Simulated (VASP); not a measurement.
Runs of VASP 6.6.1 on In. Symmetry: Fd-3m, No. 227, cubic system. The conventional cell has a = 6.900 Å, b = 6.900 Å, c = 6.900 Å, α = 90.00°, β = 90.00°, γ = 90.00°. Around In (site symmetry -43m) lie 4 In at 2.99 Å. This isn't the form of In at room conditions, which is tetragonal.

```tsv
cell	k mesh	gap on the mesh (eV)	pressure (GPa)
Fd-3m, 41.07 Å³/atom	9 × 9 × 9	none	(a)
Fd-3m, 42.78 Å³/atom	13 × 13 × 13	none	-0.2
Fd-3m, 46.21 Å³/atom	9 × 9 × 9	none	-0.9
Fd-3m, 44.5 Å³/atom	9 × 9 × 9	none	-0.5
```

Alike in all rows: task single point; level BLYP; potentials or basis VASP PAW PBE potentials, release 64 (In_d); no spin polarisation; cutoff (eV) 520; smearing fermi-dirac 0.1 eV.

Problem. Estimate the missing entries.

Solution. (a) 0.5.

Caveats: the PAW data sets were made with another functional, which shifts forces and pressure a little.

A k mesh can miss the band edges, and the runs leave out spin-orbit coupling on In.

A gap of «none» marks a metal or a gap under the smearing width.
